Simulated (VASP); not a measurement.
# MnO2 (P-3m1) in VASP: further runs, part 2 of 2

VASP 6.6.1. Earlier steps stand in the parts before.

## Step 4: Single point, r2SCAN, collinear spin, ferromagnetic start

Contents of INCAR:

```
SYSTEM = MnO2
ADDGRID = .False.
ALGO = Normal
EDIFF = 1E-4
ENCUT = 460
ISIF = 2
ISMEAR = 0
ISPIN = 2
LASPH = .True.
LCHARG = .False.
LMAXMIX = 4
LMIXTAU = .True.
LORBIT = 11
LREAL = Auto
LWAVE = .False.
MAGMOM = 4 0 0
METAGGA = R2SCAN
NBANDS = 24
NELM = 100
PREC = Normal
SIGMA = 0.05
```

Contents of KPOINTS:

```
k-points
0
Gamma
  5 5 3
  0 0 0
```

Contents of POSCAR:

```
MnO2
1.0
    2.8565781804      0.0000000000      0.0000000000
   -1.4282890902      2.4738692722      0.0000000000
    0.0000000000      0.0000000000      4.6013740589
Mn O
1 2
Direct
    0.0000000000      0.0000000000      0.5000000000
    0.3333333333      0.6666666667      0.7062925700
    0.6666666667      0.3333333333      0.2937074300
```

Potentials or basis: VASP PAW PBE potentials, release 64 (Mn_pv, O).

Started as:

```sh
cat potpaw_PBE.64/Mn_pv/POTCAR potpaw_PBE.64/O/POTCAR > POTCAR
mpirun -np 1 vasp_std > vasp.out
```

OUTCAR:

```text
SYSTEM = MnO2
   EDIFF = 1E-4
   ENCUT = 460
   ISIF = 2
   ISMEAR = 0
   ISPIN = 2
   LASPH = .True.
   LORBIT = 11
   LREAL = Auto
   METAGGA = R2SCAN
   NELM = 100
   PREC = Normal

 Found     12 irreducible k-points:

 Following reciprocal coordinates:
            Coordinates               Weight
  0.000000  0.000000  0.000000      1.000000
  0.200000  0.000000  0.000000      6.000000
  0.400000  0.000000  0.000000      6.000000
  0.200000  0.200000  0.000000      6.000000
  0.400000  0.200000  0.000000      6.000000
  0.000000  0.000000  0.333333      2.000000
   k-points           NKPTS =     12   k-points in BZ     NKDIM =     12   number of bands    NBANDS=     24
   number of dos      NEDOS =    301   number of ions     NIONS =      3
   total plane-waves  NPLWV =   6144
   dimension x,y,z NGX =    16 NGY =   16 NGZ =   24
   dimension x,y,z NGXF=    32 NGYF=   32 NGZF=   48
   ions per type =               1   2
   NGX,Y,Z   is equivalent  to a cutoff of   9.31,  9.31,  8.67 a.u.
   NGXF,Y,Z  is equivalent  to a cutoff of  18.62, 18.62, 17.34 a.u.
 SYSTEM =  MnO2
[... 395 lines left out ...]
 [... further k-points ...]

------------------------ aborting loop because EDIFF is reached ----------------------------------------

  FORCE on cell =-STRESS in cart. coord.  units (eV):
  Direction    XX          YY          ZZ          XY          YZ          ZX
  --------------------------------------------------------------------------------------
  -------------------------------------------------------------------------------------
  Total       -0.1584029     -0.1584029     -0.2367745     -0.0000000      0.0000000      0.0000000
  in kB       -7.8048279     -7.8048279    -11.6663525     -0.0000000      0.0000000      0.0000000
  external PRESSURE =      -9.0920027 kB  Pullay stress =       0.0000000 kB

 VOLUME and BASIS-vectors are now :
 -----------------------------------------------------------------------------
  energy-cutoff  :      460.00
  volume of cell :       32.52
      direct lattice vectors                 reciprocal lattice vectors
     2.856578180  0.000000000  0.000000000     0.350069187  0.202112539  0.000000000
    -1.428289090  2.473869272  0.000000000     0.000000000  0.404225078  0.000000000
     0.000000000  0.000000000  4.601374059     0.000000000  0.000000000  0.217326387

 POSITION                                       TOTAL-FORCE (eV/Angst)
 -----------------------------------------------------------------------------------
      0.00000      0.00000      2.30069         0.000000      0.000000      0.000000
     -0.00000      1.64925      3.24992         0.000000     -0.000000     -0.017508
      1.42829      0.82462      1.35146        -0.000000      0.000000      0.017508
 -----------------------------------------------------------------------------------
    total drift:                                0.000000     -0.000000      0.000000

  FREE ENERGIE OF THE ION-ELECTRON SYSTEM (eV)
  ---------------------------------------------------
  free  energy   TOTEN  =       -32.5365889202 eV

  energy  without entropy=      -32.5365889202  energy(sigma->0) =      -32.53658892

 total charge

# of ion       s       p       d       tot
------------------------------------------
    1        0.382   6.468   4.861  11.711
    2        1.594   3.449   0.000   5.043
    3        1.594   3.449   0.000   5.043
--------------------------------------------------
tot          3.571  13.366   4.861  21.798

 magnetization (x)

# of ion       s       p       d       tot
------------------------------------------
    1        0.030   0.039   2.867   2.935
    2        0.004   0.002   0.000   0.006
    3        0.004   0.002   0.000   0.006
--------------------------------------------------
tot          0.038   0.043   2.867   2.948
```

stdout:

```text
POSCAR found type information on POSCAR MnO
 POSCAR found :  2 types and       3 ions
 scaLAPACK will be used
 -----------------------------------------------------------------------------
|                                                                             |
|                                                                             |
|     You have a (more or less) 'small supercell' and for smaller cells       |
|     it is recommended to use the reciprocal-space projection scheme!        |
|     The real-space optimization is not efficient for small cells and it     |
|     is also less accurate ...                                               |
|     Therefore, set LREAL=.FALSE. in the INCAR file.                         |
|                                                                             |
 -----------------------------------------------------------------------------

 -----------------------------------------------------------------------------
|                                                                             |
|                                                                             |
|     You enforced a specific xc type in the INCAR file but a different       |
|     I HOPE YOU KNOW WHAT YOU ARE DOING!                                     |
|                                                                             |
 -----------------------------------------------------------------------------

 LDA part: xc-table for (None), standard interpolation
 POSCAR, INCAR and KPOINTS ok, starting setup
 FFT: planning ... GRIDC
 FFT: planning ... GRID_SOFT
 FFT: planning ... GRID
 WAVECAR not read
 entering main loop
```

Wall time 51 s (1 thread of Intel Xeon Platinum 8375C at 2.90GHz (Ice Lake), shared host); peak memory 0.13 GiB.

The run converged, but some of its settings lie outside the range that counts as converged, so its numbers aren't taken as properties of the crystal.

What came out:

```
Free energy                                           : -32.5366 eV
Pressure                                              : -0.9 GPa
Largest force                                         : 0.018 eV/Å
Band gap on the k mesh                                : 1.99 eV, indirect (least direct gap 2.03 eV)
Net moment                                            : 3.00 μB per cell
Site moments                                          : Mn +2.94; O +0.01 μB
Valence electrons inside the program's atomic spheres : Mn 11.71; O 5.04
```

Caveat: the k mesh is coarse (spacing up to 0.51 Å⁻¹), so the values aren't converged; the cutoff is under 1.25 times the usual one of these potentials, so pressure, stress and relaxed cells hold a basis-set (Pulay) error; the PAW data sets were made with another functional, which shifts forces and pressure a little; an odd mesh through Γ misses points on the zone boundary, where band edges often lie; a cell with one magnetic atom can't hold antiferromagnetic order, which such compounds often take.

## Step 5: Single point, r2SCAN, collinear spin, ferromagnetic start

INCAR is that of step 4.

KPOINTS is that of step 4.

Contents of POSCAR:

```
MnO2
1.0
    2.8565781804      0.0000000000      0.0000000000
   -1.4282890902      2.4738692722      0.0000000000
    0.0000000000      0.0000000000      4.6013740589
Mn O
1 2
Direct
    0.0186700000     -0.0033200000      0.4886240000
    0.3165570000      0.6444560000      0.7182440000
    0.6490790000      0.3390650000      0.3129550000
```

Started as:

```sh
cat potpaw_PBE.64/Mn_pv/POTCAR potpaw_PBE.64/O/POTCAR > POTCAR
mpirun -np 1 vasp_std > vasp.out
```

It took 1.7 min on 1 thread of Intel Xeon Platinum 8375C at 2.90GHz (Ice Lake), shared host; peak memory 0.15 GiB.

These settings aren't checked as converged: the numbers below hold their error.

Results:

- Free energy: -32.1928 eV
- Pressure: 5.1 GPa
- Largest force: 4.154 eV/Å
- Band gap on the k mesh: 1.88 eV, indirect (least direct gap 1.97 eV)
- Net moment: 3.00 μB per cell
- Site moments: Mn +2.90; O -0.02, +0.06 μB
- Valence electrons inside the program's atomic spheres: Mn 11.79; O 5.00, 5.11

Caveat: the k mesh is coarse (spacing up to 0.51 Å⁻¹), so the values aren't converged; the cutoff is under 1.25 times the usual one of these potentials, so pressure, stress and relaxed cells hold a basis-set (Pulay) error; the PAW data sets were made with another functional, which shifts forces and pressure a little; an odd mesh through Γ misses points on the zone boundary, where band edges often lie; a cell with one magnetic atom can't hold antiferromagnetic order, which such compounds often take.

## Step 6: Single point, r2SCAN, collinear spin, ferromagnetic start

Contents of INCAR:

```
SYSTEM = MnO2
ADDGRID = .False.
ALGO = Normal
EDIFF = 1E-6
ENCUT = 650
ISIF = 2
ISMEAR = 0
ISPIN = 2
LASPH = .True.
LCHARG = .False.
LMAXMIX = 4
LMIXTAU = .True.
LORBIT = 11
LREAL = .False.
LWAVE = .False.
MAGMOM = 4 0 0
METAGGA = R2SCAN
NBANDS = 24
NELM = 100
PREC = Accurate
SIGMA = 0.05
```

Contents of KPOINTS:

```
k-points
0
Gamma
  4 4 3
  0 0 0
```

Contents of POSCAR:

```
MnO2
1.0
    2.8565781804      0.0000000000      0.0000000000
   -1.4282890902      2.4738692722      0.0000000000
    0.0000000000      0.0000000000      4.6013740589
Mn O
1 2
Direct
    0.0000000000      0.0000000000      0.5000000000
    0.3333333333      0.6666666667      0.7062925700
    0.6666666667      0.3333333333      0.2937074300
```

Potentials or basis: VASP PAW PBE potentials, release 64 (Mn_pv, O).

Started as:

```sh
cat potpaw_PBE.64/Mn_pv/POTCAR potpaw_PBE.64/O/POTCAR > POTCAR
mpirun -np 1 vasp_std > vasp.out
```

OUTCAR:

```text
SYSTEM = MnO2
   EDIFF = 1E-6
   ENCUT = 650
   ISIF = 2
   ISMEAR = 0
   ISPIN = 2
   LASPH = .True.
   LORBIT = 11
   LREAL = .False.
   METAGGA = R2SCAN
   NELM = 100
   PREC = Accurate

 Found      9 irreducible k-points:

 Following reciprocal coordinates:
            Coordinates               Weight
  0.000000  0.000000  0.000000      1.000000
  0.250000  0.000000  0.000000      6.000000
  0.500000  0.000000  0.000000      3.000000
  0.250000  0.250000  0.000000      6.000000
  0.000000  0.000000  0.333333      2.000000
  0.250000  0.000000  0.333333      6.000000
   k-points           NKPTS =      9   k-points in BZ     NKDIM =      9   number of bands    NBANDS=     24
[... 420 lines left out ...]
      direct lattice vectors                 reciprocal lattice vectors
     2.856578180  0.000000000  0.000000000     0.350069187  0.202112539  0.000000000
    -1.428289090  2.473869272  0.000000000     0.000000000  0.404225078  0.000000000
     0.000000000  0.000000000  4.601374059     0.000000000  0.000000000  0.217326387

 POSITION                                       TOTAL-FORCE (eV/Angst)
 -----------------------------------------------------------------------------------
      0.00000      0.00000      2.30069         0.000000      0.000000      0.000000
     -0.00000      1.64925      3.24992        -0.000000      0.000000     -0.010497
      1.42829      0.82462      1.35146        -0.000000      0.000000      0.010497
 -----------------------------------------------------------------------------------
    total drift:                               -0.000000      0.000000      0.000000

  FREE ENERGIE OF THE ION-ELECTRON SYSTEM (eV)
  ---------------------------------------------------
  free  energy   TOTEN  =       -32.5149929749 eV

  energy  without entropy=      -32.5149929749  energy(sigma->0) =      -32.51499297

 total charge

# of ion       s       p       d       tot
------------------------------------------
    1        0.382   6.469   4.859  11.710
    2        1.582   3.452   0.000   5.033
    3        1.582   3.452   0.000   5.033
--------------------------------------------------
tot          3.546  13.372   4.859  21.777

 magnetization (x)

# of ion       s       p       d       tot
------------------------------------------
    1        0.031   0.039   2.870   2.939
    2        0.004   0.001   0.000   0.005
    3        0.004   0.001   0.000   0.005
--------------------------------------------------
tot          0.039   0.040   2.870   2.949
```

OSZICAR:

```text
N       E                     dE             d eps       ncg     rms          rms(c)
DAV:   1     0.271196915570E+03    0.27120E+03   -0.16331E+04   864   0.143E+03
DAV:   2    -0.287878830134E+02   -0.29998E+03   -0.28170E+03   928   0.410E+02
DAV:   3    -0.463836437689E+02   -0.17596E+02   -0.17476E+02   992   0.105E+02
DAV:   4    -0.465508816285E+02   -0.16724E+00   -0.16722E+00   944   0.106E+01
DAV:   5    -0.465526503682E+02   -0.17687E-02   -0.17687E-02  1056   0.109E+00    0.319E+01
DAV:   6    -0.362876404264E+02    0.10265E+02   -0.56929E+01   920   0.761E+01    0.291E+01
DAV:   7    -0.326974394406E+02    0.35902E+01   -0.45056E+01   888   0.583E+01    0.135E+01
DAV:   8    -0.322228987145E+02    0.47454E+00   -0.24809E+00   904   0.149E+01    0.514E+00
DAV:   9    -0.324165740724E+02   -0.19368E+00   -0.61216E-01   952   0.689E+00    0.292E+00
DAV:  10    -0.325022265766E+02   -0.85653E-01   -0.98704E-02   912   0.269E+00    0.983E-01
DAV:  11    -0.325142863907E+02   -0.12060E-01   -0.28222E-02   928   0.157E+00    0.387E-01
DAV:  12    -0.325149067523E+02   -0.62036E-03   -0.29193E-03   984   0.441E-01    0.169E-01
DAV:  13    -0.325149452604E+02   -0.38508E-04   -0.72091E-04  1040   0.279E-01    0.536E-02
DAV:  14    -0.325149557032E+02   -0.10443E-04   -0.13537E-04   960   0.105E-01    0.322E-02
DAV:  15    -0.325150018361E+02   -0.46133E-04   -0.19642E-05   976   0.353E-02    0.155E-02
DAV:  16    -0.325149934364E+02    0.83998E-05   -0.83545E-06   984   0.276E-02    0.437E-03
DAV:  17    -0.325149929749E+02    0.46146E-06   -0.10299E-06   704   0.871E-03
   1 F= -.32514993E+02 E0= -.32514993E+02  d E =-.103123E-25  mag=     3.0000
```

It took 2.2 min on 1 thread of Intel Xeon Platinum 8375C at 2.90GHz (Ice Lake), shared host; peak memory 0.19 GiB.

The run converged, but some of its settings lie outside the range that counts as converged, so its numbers aren't taken as properties of the crystal.

What came out:

* Free energy: -32.5150 eV
* Pressure: 0.2 GPa
* Largest force: 0.010 eV/Å
* Band gap on the k mesh: 2.02 eV, direct
* Net moment: 3.00 μB per cell
* Site moments: Mn +2.94; O +0.01 μB
* Valence electrons inside the program's atomic spheres: Mn 11.71; O 5.03

Caveat: the k mesh is coarse (spacing up to 0.63 Å⁻¹), so the values aren't converged; the PAW data sets were made with another functional, which shifts forces and pressure a little; an odd mesh through Γ misses points on the zone boundary, where band edges often lie; a cell with one magnetic atom can't hold antiferromagnetic order, which such compounds often take.

## Step 7: The reference run

An earlier run on the cell as given: functional PBE; potentials or basis VASP PAW PBE potentials, release 64 (Mn_pv, O); cutoff 520 eV; k mesh 11 × 11 × 6; occupations fermi-dirac, width 0.05 eV; collinear spin, ferromagnetic start; starting moments [4.0, 0.0, 0.0] μB.

- Pressure: 5.8 GPa
- Largest force: 0.310 eV/Å
- Band gap on the k mesh: 0.81 eV, indirect (least direct gap 0.87 eV)
- Net moment: 3.00 μB per cell
- Site moments: Mn +2.83; O +0.04 μB
- Valence electrons inside the program's atomic spheres: Mn 11.75; O 5.00
